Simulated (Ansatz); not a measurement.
# HW8C8: the cost of one run

Program: Ansatz 0.2.0. Level of theory: DFT PBE, plane waves, PAW, scalar-relativistic, no spin polarisation. These are calculated values, not measurements.

The COD cell was measured well above room temperature, so it is larger than a cold one.

**1. Starting point**

The cell holds 17 atoms (C8HW8): a = 5.764 Å, b = 5.764 Å, c = 16.236 Å, α = 90.00°, β = 90.00°, γ = 120.00°.

The coordinates stand in the first input below.

**2. Relaxing the start**

input.yaml

```yaml
crystal:
  lattice:
    - [5.76414, 0.0, 0.0]
    - [-2.88207, 4.991892, 0.0]
    - [0.0, 0.0, 16.235805]
  atoms:
    - { symbol: W, position: [0.0, 0.0, 0.0615923] }
    - { symbol: C, position: [0.3333333, 0.1666667, 0.1485565] }
    - { symbol: W, position: [0.0, 0.0, 0.2355208] }
    - { symbol: C, position: [0.3333333, 0.1666667, 0.3224851] }
    - { symbol: W, position: [0.0, 0.5, 0.0615923] }
    - { symbol: C, position: [0.3333333, 0.6666667, 0.1485565] }
    - { symbol: W, position: [0.0, 0.5, 0.2355208] }
    - { symbol: C, position: [0.3333333, 0.6666667, 0.3224851] }
    - { symbol: W, position: [0.5, 0.0, 0.0615923] }
    - { symbol: C, position: [0.8333333, 0.1666667, 0.1485565] }
    - { symbol: W, position: [0.5, 0.0, 0.2355208] }
    - { symbol: C, position: [0.8333333, 0.1666667, 0.3224851] }
    - { symbol: W, position: [0.5, 0.5, 0.0615923] }
    - { symbol: C, position: [0.8333333, 0.6666667, 0.1485565] }
    - { symbol: W, position: [0.5, 0.5, 0.2355208] }
    - { symbol: C, position: [0.8333333, 0.6666667, 0.3224851] }
    - { symbol: H, position: [0.8341569, 0.9048466, 0.3458901] }
basis:
  ecutwfc: 420.0
kpoints:
  mp_grid: { grid: [2, 2, 1] }
hamiltonian:
  xc: pbe
  pseudopotentials: { kind: paw, azcp: { folder: soft_1 } }
scf:
  occupations: { method: fermi_dirac, width: 0.15 }
  lower_state_search: "off"
relax:
  f_tol: 0.08
  max_steps: 25
  adjacent_minimum: "off"
  constraints: [{ sites: [0, 4, 8, 12] }]
```

Started as:

```bash
$ ansatz run input.yaml --threads 1 --pin off --max-ram 3072MiB --backend cpu --events-out ev --progress --plain --runs-dir out
```

What time and memory should one allow on 1 thread of Arm Neoverse V2, shared host?

About 72 s, with a peak of 0.67 GiB.
